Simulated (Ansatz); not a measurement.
Relaxed GeTe (alpha-GeTe type, space group R3m):

```
CELL_PARAMETERS angstrom
      2.11331     1.22012     3.63992
     -2.11331     1.22012     3.63992
      0.00000    -2.44024     3.63992
ATOMIC_POSITIONS crystal
  Ge 0.23423 0.23423 0.23423
  Te 0.76577 0.76577 0.76577
```

Scan: atom 1 (Ge, nearest neighbour Te at 2.852 Å; its periodic images, 4.2 Å or more away, move with it) is displaced along Cartesian [110], direction (0.707, 0.707, 0.000) in Cartesian axes, by s. The other atoms stay.

These are PBE (plane waves to 420 eV, PAW, scalar-relativistic; Ansatz, an electronic-structure program) values and carry that method's errors. k mesh 8×8×8 (Γ-centred), Fermi-Dirac smearing 0.05 eV. Energies are smeared free energies. GeTe was relaxed with its symmetry unable to fall. Spin-orbit coupling is left out, though Te is heavy. ΔE is measured from the undisplaced structure.

Successive frames, forces in eV/Å:

```csv
frame,ΔE (meV/cell),F on Ge1,F on Te2
s = -0.116 Å,8.9,"(0.095, 0.122, 0.059)","(-0.095, -0.122, -0.059)"
s = -0.058 Å,2.2,"(0.051, 0.058, 0.004)","(-0.051, -0.058, -0.004)"
s = 0.000 Å,0.0,"(0.000, 0.000, -0.015)","(0.000, 0.000, 0.015)"
```

What are the energy and the forces in the next frame, s = 0.058 Å?

ΔE (meV/cell) = 2.4.

```csv
atom,Fx,Fy,Fz
Ge1,-0.064,-0.058,0.005
Te2,0.064,0.058,-0.005
```

(A displaced cell: forces are minus the slopes of the energy, force constants its curvatures, and phonons follow from these.)
